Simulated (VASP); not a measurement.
**VASP 6.6.1 run: CaSe**

INCAR

```
LASPH = .TRUE.
NSW = 0
NBANDS = 15
GGA = PE
SIGMA = 0.02
IBRION = -1
LWAVE = .FALSE.
LREAL = Auto
NELM = 86
EDIFF = 1E-7
ENCUT = 520
ISMEAR = -1
LCHARG = .FALSE.
ISIF = 2
PREC = High
```

KPOINTS

```
KPOINTS created by Atomic Simulation Environment
0
Gamma
8 8 8
0 0 0
```

POSCAR

```
Ca Se
 1.0000000000000000
     0.0000000000000000    2.9325182114000001    2.9794179578000000
     2.9325182114000001    0.0000000000000000    2.9794179578000000
     2.9325182114000001    2.9325182114000001    0.0000000000000000
 Ca  Se
   1   1
Cartesian
  0.0000000000000000  0.0000000000000000  0.0000000000000000
  2.9325182113999997  2.9325182113999997  2.9794179577999995
```

The recommended PBE PAW datasets give the neutral cell 16 valence electrons.

Command

```
mpirun -np 1 vasp_std
```

Problem. How does this run end, and what does it give?

Solution. It converged. Results: gap between bands v and c on the k mesh 1.99 eV; least direct gap on the k mesh 2.91 eV; pressure 1.8 GPa. Band v is the last that the valence electrons fill when counted band by band, and c is the next.

OSZICAR

```
N       E                     dE             d eps       ncg     rms          rms(c)
DAV:   1     0.105490005429E+03    0.10549E+03   -0.75411E+03  1770   0.988E+02
DAV:   2    -0.488924796488E+01   -0.11038E+03   -0.10438E+03  2204   0.243E+02
DAV:   3    -0.936772349474E+01   -0.44785E+01   -0.44377E+01  2397   0.466E+01
DAV:   4    -0.961245212789E+01   -0.24473E+00   -0.24460E+00  2494   0.884E+00
DAV:   5    -0.961397395128E+01   -0.15218E-02   -0.15218E-02  2368   0.794E-01    0.425E+00
DAV:   6    -0.947770809704E+01    0.13627E+00   -0.17809E-01  2113   0.224E+00    0.253E+00
DAV:   7    -0.946931643433E+01    0.83917E-02   -0.97038E-02  2255   0.199E+00    0.805E-01
DAV:   8    -0.947302495431E+01   -0.37085E-02   -0.11321E-02  1840   0.815E-01    0.116E-01
DAV:   9    -0.947311669046E+01   -0.91736E-04   -0.60082E-04  2339   0.253E-01    0.453E-02
DAV:  10    -0.947322818327E+01   -0.11149E-03   -0.14888E-04  1931   0.763E-02    0.158E-02
DAV:  11    -0.947324562854E+01   -0.17445E-04   -0.39752E-05  2092   0.556E-02    0.909E-03
DAV:  12    -0.947324465912E+01    0.96943E-06   -0.20093E-06  2243   0.114E-02    0.399E-03
DAV:  13    -0.947324428685E+01    0.37226E-06   -0.66306E-07  2176   0.532E-03    0.145E-03
DAV:  14    -0.947324432223E+01   -0.35374E-07   -0.13957E-08  1060   0.768E-04
   1 F= -.94732443E+01 E0= -.94732443E+01  d E =-.788912E-12
```

Standard output (part)

```
POSCAR found type information on POSCAR CaSe
 POSCAR found :  2 types and       2 ions
|     You have a (more or less) 'small supercell' and for smaller cells       |
|     it is recommended to use the reciprocal-space projection scheme!        |
|     The real-space optimization is not efficient for small cells and it     |
|     is also less accurate ...                                               |
|     Therefore, set LREAL=.FALSE. in the INCAR file.                         |
 LDA part: xc-table for (Slater+PW92), standard interpolation
 POSCAR, INCAR and KPOINTS ok, starting setup
 WAVECAR not read
 entering main loop
```

For comparison, a separate PBE run of the intended cell, on usual settings and not on those above, gives a gap of 2.00 eV on its mesh and a pressure of 1.8 GPa.
